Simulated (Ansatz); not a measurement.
# Ni$_{3}$Si: pressure against volume

Ni$_{3}$Si, Pm-3m, a = 3.506 Å. The structure is a COD entry; whether it is the stable form wasn't checked. Ansatz: PBE, PAW, 420 eV, Γ-centred 12×12×12 mesh on 4 atoms, Gaussian smearing 0.10 eV; no spin polarisation. Symmetry fixes shape and atoms, so the cell is only scaled; pressure is positive in compression.

```
V (Å³/atom) P (GPa)
      9.483    36.94
      9.807    25.19
     10.130    15.32
     10.453     7.01
     10.776     0.01
     11.100    -5.88
     11.423   -10.82
     11.854        ?
```

Question: Take V0 = 10.776 Å³/atom, count pressures from its P0 = 0.01 GPa, fit the third-order Birch–Murnaghan form to the other rows, and predict the missing pressure.

Answer: With the Eulerian strain f = ½[(V0/V)^(2/3) − 1] and y = (P − P0)/[3f(1 + 2f)^(5/2)], the form is the line y = B0 + 1.5 B0 (B0′ − 4) f. Rows (f, y): 0.04447, 223.7; 0.03242, 221.3; 0.02104, 218.8; 0.01025, 216.4; -0.00978, 210.9; -0.01906, 208.7. Means f = 0.01322, y = 216.63; Σ(Δf)² = 0.002986, ΣΔfΔy = 0.7160; the slope is their ratio. y = 213.5 + 239.8 f GPa, so B0 = 213.5 GPa and B0′ = 4 + 2 × (239.8)/(3 × 213.5) = 4.75. At V = 11.854, f = -0.03079, y = 206.12 and P = -16.23 GPa. The run gave -16.20 GPa, so the fit is 0.03 GPa too low, within the rms miss on the fitted rows (0.03 GPa). The form still works here, 22 % of the fitted range beyond its end.